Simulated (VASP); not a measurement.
# GaAs (F-43m) in VASP: a series of runs

One crystal, GaAs, is run at these levels: PBEsol; tasks: dielectric tensor.

Program: VASP 6.6.1. These are calculated values, not measurements. Logs are shortened: lines on timing, memory, paths and dates and some standing lists are left out, and cuts for length are marked.

## 1. Starting point

The structure is cubic, space group F-43m (No. 216). The conventional cell has a = 5.654 Å, b = 5.654 Å, c = 5.654 Å, α = 90.00°, β = 90.00°, γ = 90.00°. As (site symmetry -43m) has 4 Ga at 2.45 Å as nearest neighbours. Ga (site symmetry -43m) has 4 As at 2.45 Å as nearest neighbours.

## 2. Dielectric tensor, PBEsol

INCAR

```
SYSTEM = GaAs
ALGO     = Normal         ! electronic algorithm
EDIFF    = 1E-8           ! SCF threshold, eV
ENCUT    = 250            ! plane-wave cutoff, eV
GGA      = PS             ! functional
ISIF     = 2              ! what is computed and relaxed
ISMEAR   = 0              ! smearing method
LASPH    = .TRUE.         ! aspherical terms in the spheres
LCHARG   = .FALSE.        ! write CHGCAR
LEPSILON = .TRUE.         ! dielectric tensor by DFPT
LREAL    = .FALSE.        ! projectors in reciprocal space
LWAVE    = .FALSE.        ! write WAVECAR
NELM     = 100            ! most SCF steps
PREC     = Accurate       ! precision mode
SIGMA    = 0.01           ! smearing width, eV
```

KPOINTS

```
k-points
0
G
  10 10 10
  0 0 0
```

POSCAR

```
GaAs
1.0
    0.0000000000      2.8268500000      2.8268500000
    2.8268500000      0.0000000000      2.8268500000
    2.8268500000      2.8268500000      0.0000000000
As Ga
1 1
Direct
    0.7500000000      0.7500000000      0.7500000000
    0.0000000000      0.0000000000      0.0000000000
```

Potentials or basis: VASP PAW PBE potentials, release 64 (As, Ga_d).

On the command line:

```console
> cat potpaw_PBE.64/As/POTCAR potpaw_PBE.64/Ga_d/POTCAR > POTCAR
> mpirun -np 1 vasp_std > vasp.out
```

OUTCAR:

```text
SYSTEM = GaAs
   EDIFF = 1E-8
   ENCUT = 250
   GGA = PS
   ISIF = 2
   ISMEAR = 0
   LASPH = .TRUE.
   LEPSILON = .TRUE.
   LREAL = .FALSE.
   NELM = 100
   PREC = Accurate

 Found     47 irreducible k-points:

 Following reciprocal coordinates:
            Coordinates               Weight
  0.000000  0.000000  0.000000      1.000000
  0.100000  0.000000  0.000000      8.000000
  0.200000  0.000000  0.000000      8.000000
  0.300000  0.000000  0.000000      8.000000
  0.400000  0.000000  0.000000      8.000000
  0.500000  0.000000  0.000000      4.000000
   k-points           NKPTS =     47   k-points in BZ     NKDIM =     47   number of bands    NBANDS=     13
   number of dos      NEDOS =    301   number of ions     NIONS =      2
   total plane-waves  NPLWV =  13824
   dimension x,y,z NGX =    24 NGY =   24 NGZ =   24
   dimension x,y,z NGXF=    48 NGYF=   48 NGZF=   48
   ions per type =               1   1
   NGX,Y,Z   is equivalent  to a cutoff of   9.98,  9.98,  9.98 a.u.
   NGXF,Y,Z  is equivalent  to a cutoff of  19.96, 19.96, 19.96 a.u.
 SYSTEM =  GaAs
   PREC   = accura    normal or accurate (medium, high low for compatibility)
   ISTART =      0    job   : 0-new  1-cont  2-samecut
   ICHARG =      2    charge: 1-file 2-atom 10-const
   ISPIN  =      1    spin polarized calculation?
   LNONCOLLINEAR =      F non collinear calculations
   LSORBIT =      F    spin-orbit coupling
   LASPH  =      T    aspherical Exc in radial PAW
   ENCUT  =  250.0 eV  18.37 Ry    4.29 a.u.   5.15  5.15  5.15*2*pi/ulx,y,z
   NELM   =    100;   NELMIN=  2; NELMDL= -5     # of ELM steps
   EDIFF  = 0.1E-07   stopping-criterion for ELM
   LREAL  =      F    real-space projection
   EDIFFG = 0.1E-06   stopping-criterion for IOM
   NSW    =      0    number of steps for IOM
   IBRION =     -1    ionic relax: 0-MD 1-quasi-New 2-CG
   NFREE  =      0    steps in history (QN), initial steepest desc. (CG)
   ISIF   =      2    stress and relaxation
   ISYM   =      2    0-nonsym 1-usesym 2-fastsym
   POTIM  = 0.5000    time-step for ionic-motion
   TEBEG  =    0.0;   TEEND  =   0.0 temperature during run
   PSTRESS=    0.0 pullay stress
   NELECT =      18.0000    total number of electrons
   NUPDOWN=      -1.0000    fix difference up-down
   EMIN   =  10.00;   EMAX   =-10.00  energy-range for DOS
   EFERMI =   0.00;   METHOD = LEGACY
   ISMEAR =     0;   SIGMA  =   0.01  broadening in eV -4-tet -1-fermi 0-gaus
   EFERMI_NEDOS =   21; number of points for ismear=-14 and -15
   IALGO  =     38    algorithm
   IMIX   =      4    mixing-type and parameters
     AMIX     =   0.40;   BMIX     =  1.00
     AMIX_MAG =   1.60;   BMIX_MAG =  1.00
  volume/ion in A,a.u.               =      22.59       152.44
  Fermi-wavevector in a.u.,A,eV,Ry     =   1.204628  2.276417 19.743799  1.451128
  Thomas-Fermi vector in A             =   2.340347
   LORBIT       =      0    0 simple, 1 ext, 2 COOP (PROOUT), +10 PAW based schemes
   GGA     = PS    functional components
   LHFCALC =     F    Hartree Fock is set to
   AEXX    =    0.0000 exact exchange contribution
   IVDW    =     0    specifies the selected vdW correction
   LEPSILON=     T    determine dielectric tensor
   LRPA    =     F    only Hartree local field effects (RPA)
 non-spin polarized calculation
 Gauss-broadening in eV      SIGMA  =   0.01
  energy-cutoff  :      250.00
  volume of cell :       45.18
 maximum number of plane-waves:       414
 NGX is ok and might be reduce to    24
   NGX = 11   NGY = 11   NGZ = 11

--------------------------------------- Ionic step        1  -------------------------------------------

 number of electron      18.0000029 magnetization

 E-fermi :   3.8826     XC(G=0):  -9.7725

 val. band max:        3.8011149276   @ k =   0.0000   0.0000   0.0000
 cond. band min:       4.2561615037   @ k =   0.0000   0.0000   0.0000
 fundamental gap:      0.4550465762
 Fermi energy:         3.8826021479

 k-point     1 :       0.0000    0.0000    0.0000
  band No.  band energies     occupation
      1     -11.0308      2.00000
      2     -11.0308      2.00000
      3     -11.0308      2.00000
      4     -10.9547      2.00000
      5     -10.9547      2.00000
      6      -8.9495      2.00000
      7       3.8011      2.00000
      8       3.8011      2.00000
      9       3.8011      2.00000
     10       4.2562      0.00000
     11       7.4941      0.00000
     12       7.4941      0.00000
     13       7.4941      0.00000

 k-point     2 :       0.1000    0.0000    0.0000
  band No.  band energies     occupation
      1     -11.0356      2.00000
      2     -11.0265      2.00000
      3     -11.0265      2.00000
      4     -10.9529      2.00000
      5     -10.9529      2.00000
      6      -8.8316      2.00000
      7       2.2655      2.00000
      8       3.6408      2.00000
      9       3.6408      2.00000
     10       5.2348      0.00000
     11       7.7313      0.00000
     12       7.7313      0.00000
     13       7.7333      0.00000

 k-point     3 :       0.2000    0.0000    0.0000
  band No.  band energies     occupation
      1     -11.0602      2.00000
      2     -11.0224      2.00000
      3     -11.0224      2.00000
      4     -10.9503      2.00000
      5     -10.9503      2.00000
      6      -8.4928      2.00000
      7       0.4758      2.00000
      8       3.2959      2.00000
      9       3.2959      2.00000
     10       5.3268      0.00000
     11       8.1920      0.00000
     12       8.1920      0.00000
     13       8.8922      0.00000

 k-point     4 :       0.3000    0.0000    0.0000
  band No.  band energies     occupation
      1     -11.0865      2.00000
      2     -11.0150      2.00000
      3     -11.0150      2.00000
      4     -10.9499      2.00000
      5     -10.9499      2.00000
      6      -7.9849      2.00000
      7      -1.1437      2.00000
      8       2.9601      2.00000
      9       2.9601      2.00000
     10       5.0390      0.00000
     11       8.4409      0.00000
     12       8.4409      0.00000
     13      10.4807      0.00000

 k-point     5 :       0.4000    0.0000    0.0000
  band No.  band energies     occupation
      1     -11.1046      2.00000
      2     -11.0117      2.00000
      3     -11.0117      2.00000
      4     -10.9513      2.00000
      5     -10.9513      2.00000
      6      -7.4420      2.00000
      7      -2.3775      2.00000
      8       2.7331      2.00000
      9       2.7331      2.00000
     10       4.8103      0.00000
     11       8.4263      0.00000
     12       8.4263      0.00000
     13      11.3853      0.00000

 k-point     6 :       0.5000    0.0000    0.0000
  band No.  band energies     occupation
      1     -11.1083      2.00000
      2     -11.0137      2.00000
      3     -11.0137      2.00000
      4     -10.9505      2.00000
      5     -10.9505      2.00000
      6      -7.1747      2.00000
      7      -2.8785      2.00000
      8       2.6541      2.00000
      9       2.6541      2.00000
     10       4.7293      0.00000
     11       8.3868      0.00000
     12       8.3869      0.00000
     13      11.3854      0.00000

 [... further k-points ...]

  FORCE on cell =-STRESS in cart. coord.  units (eV):
  Direction    XX          YY          ZZ          XY          YZ          ZX
  --------------------------------------------------------------------------------------
  -------------------------------------------------------------------------------------
  Total       -0.8080741     -0.8080741     -0.8080741      0.0000000      0.0000000     -0.0000000
  in kB      -28.6565224    -28.6565224    -28.6565224      0.0000000      0.0000000     -0.0000000
  external PRESSURE =     -28.6565224 kB  Pullay stress =       0.0000000 kB

 VOLUME and BASIS-vectors are now :
 -----------------------------------------------------------------------------
  energy-cutoff  :      250.00
  volume of cell :       45.18
      direct lattice vectors                 reciprocal lattice vectors
     0.000000000  2.826850000  2.826850000    -0.176875321  0.176875321  0.176875321
     2.826850000  0.000000000  2.826850000     0.176875321 -0.176875321  0.176875321
     2.826850000  2.826850000  0.000000000     0.176875321  0.176875321 -0.176875321

 POSITION                                       TOTAL-FORCE (eV/Angst)
 -----------------------------------------------------------------------------------
      4.24027      4.24027      4.24027         0.000000      0.000000      0.000000
      0.00000      0.00000      0.00000        -0.000000     -0.000000     -0.000000
 -----------------------------------------------------------------------------------
    total drift:                               -0.000003     -0.000003     -0.000003

  FREE ENERGIE OF THE ION-ELECTRON SYSTEM (eV)
  ---------------------------------------------------
  free  energy   TOTEN  =        -9.0743833453 eV

  energy  without entropy=       -9.0743833453  energy(sigma->0) =       -9.07438335

 HEAD OF MICROSCOPIC STATIC DIELECTRIC TENSOR (INDEPENDENT PARTICLE, excluding Hartree and local field effects)
 ------------------------------------------------------
          25.751734     0.000000     0.000000
           0.000000    25.751734     0.000000
          -0.000000    -0.000000    25.751734
 ------------------------------------------------------

 Free energy of the ion-electron system (eV)
  ---------------------------------------------------
  ---------------------------------------------------
  free energy    TOTEN  =        -3.14896724 eV

  energy without entropy =       -3.14896724

------------------------ aborting loop because EDIFF is reached ----------------------------------------

--------------------------------------- Ionic step        2  -------------------------------------------

------------------------ aborting loop because EDIFF is reached ----------------------------------------

--------------------------------------- Ionic step        3  -------------------------------------------

 Free energy of the ion-electron system (eV)
  ---------------------------------------------------
  ---------------------------------------------------
  free energy    TOTEN  =        -3.14896887 eV

  energy without entropy =       -3.14896887

------------------------ aborting loop because EDIFF is reached ----------------------------------------

 PIEZOELECTRIC TENSOR FIELD DIRECTION 3  (e Angst)
 -----------------------------------------------------------------------------
     0.00027  2.59369  0.00000           (  0.00000  0.01561  0.00000)
     2.59369  0.00027  0.00000           (  0.01561  0.00000  0.00000)
     0.00000  0.00000 -0.00290           (  0.00000  0.00000 -0.00000)

 PIEZOELECTRIC TENSOR FIELD DIRECTION 3  (C/m^2)
 -----------------------------------------------------------------------------
     0.00010  0.91979  0.00000
     0.91979  0.00010  0.00000
     0.00000  0.00000 -0.00103

 MACROSCOPIC STATIC DIELECTRIC TENSOR (including local field effects in DFT)
 ------------------------------------------------------
          25.154063    -0.000000     0.000000
          -0.000000    25.154063     0.000000
          -0.000000    -0.000000    25.154063
 ------------------------------------------------------

 PIEZOELECTRIC TENSOR (including local field effects)  for field in x, y, z        (e  Angst)
          XX          YY          ZZ          XY          YZ          ZX
  --------------------------------------------------------------------------------
  x     0.00000     0.00000    -0.00000     0.00000     2.60077     0.00000
  y     0.00000     0.00000     0.00000     0.00000     0.00000     2.60077
  z     0.00000    -0.00000     0.00000     2.60077     0.00000     0.00000

 PIEZOELECTRIC TENSOR (including local field effects)  for field in x, y, z        (C/m^2)
          XX          YY          ZZ          XY          YZ          ZX
  --------------------------------------------------------------------------------
  x     0.00000     0.00000    -0.00000     0.00000     0.92230     0.00000
  y     0.00000     0.00000     0.00000     0.00000     0.00000     0.92230
  z     0.00000    -0.00000     0.00000     0.92230     0.00000     0.00000

 BORN EFFECTIVE CHARGES (including local field effects) (in |e|, cummulative output)
 ---------------------------------------------------------------------------------
 ion    1
    1    -2.19877     0.00000     0.00000
    2    -0.00000    -2.19877    -0.00000
    3     0.00000    -0.00000    -2.19877
 ion    2
    1     2.19877     0.00000     0.00000
    2     0.00000     2.19877     0.00000
    3     0.00000     0.00000     2.19877
```

It took 2.1 min on 1 thread of Intel Xeon Platinum 8488C (Sapphire Rapids), shared host; peak memory 0.21 GiB.

The run converged, but a check on its numbers failed (symmetry, net force, bounds or a known fault of this set-up), so they aren't taken as properties of the crystal.

Caveat: the cutoff lies under the usual one of these potentials, so the numbers hold a large basis-set error; the gap is small at this level, which inflates the dielectric constant; the PAW data sets were made with another functional, which shifts forces and pressure a little.

[end of part 1 of 3]
